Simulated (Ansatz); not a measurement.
# Al3GaN4: the cost of one run

Method: DFT PBE, scalar-relativistic, plane waves, PAW, in Ansatz 0.2.0.

## 1. Starting point

Symmetry: Pm-3m, No. 221, cubic system. The conventional cell has a = 4.741 Å, b = 4.741 Å, c = 4.741 Å, α = 90.00°, β = 90.00°, γ = 90.00°. Around Al (site symmetry 4/mmm) lie 6 N at 2.37 Å. Ga (site symmetry m-3m) is surrounded by 6 N at 2.37 Å. N (site symmetry 4/mmm) has 4 Al at 2.37 Å and 2 Ga at 2.37 Å as nearest neighbours. Around N (site symmetry m-3m) lie 6 Al at 2.37 Å.

As a file:

```cif
data_structure
_symmetry_space_group_name_H-M 'Pm-3m'
_symmetry_Int_Tables_number 221
_cell_length_a 4.7408
_cell_length_b 4.7408
_cell_length_c 4.7408
_cell_angle_alpha 90.000
_cell_angle_beta 90.000
_cell_angle_gamma 90.000
_cell_volume 106.55
loop_
_atom_site_label
_atom_site_type_symbol
_atom_site_symmetry_multiplicity
_atom_site_Wyckoff_symbol
_atom_site_fract_x
_atom_site_fract_y
_atom_site_fract_z
_atom_site_occupancy
Al1 Al 3 c 0.00000 0.50000 0.50000 1
Ga1 Ga 1 a 0.00000 0.00000 0.00000 1
N1 N 3 d 0.50000 0.00000 0.00000 1
N2 N 1 b 0.50000 0.50000 0.50000 1
```

The start is an ordering of an alloy on its end members' structure types: elements ordered on the sites of the GaN type, Al/Ga on Ga (Pm-3m, No. 221).

## 2. A first look at the guess

input.yaml reads:

```yaml
crystal:
  lattice:
    - [4.74076437, 0.0, 0.0]
    - [0.0, 4.74076437, 0.0]
    - [0.0, 0.0, 4.74076437]
  atoms:
    - { symbol: Al, position: [0.0, 0.5, 0.5] }
    - { symbol: Al, position: [0.5, 0.5, 0.0] }
    - { symbol: Al, position: [0.5, 0.0, 0.5] }
    - { symbol: Ga, position: [0.0, 0.0, 0.0] }
    - { symbol: "N", position: [0.5, 0.0, 0.0] }
    - { symbol: "N", position: [0.0, 0.0, 0.5] }
    - { symbol: "N", position: [0.5, 0.5, 0.5] }
    - { symbol: "N", position: [0.0, 0.5, 0.0] }
basis:
  ecutwfc: 420
kpoints:
  mp_grid: { grid: [4, 4, 4] }
hamiltonian:
  xc: pbe
scf:
  occupations: { method: gaussian, width: 0.1 }
  lower_state_search: "off"
output:
  forces: true
  stress: true
  eigenvalues: true
```

Started as:

```console
$ ansatz run input.yaml --threads 1 --pin off --max-ram 2560MiB --backend cpu --events-out ev --progress --plain --runs-dir out
```

**Question.** How long does this run take on 1 thread of Intel Xeon at 2.50GHz (Skylake/Cascade Lake), shared host, and how much memory does it need?

About 4 s, with a peak of 0.37 GiB.
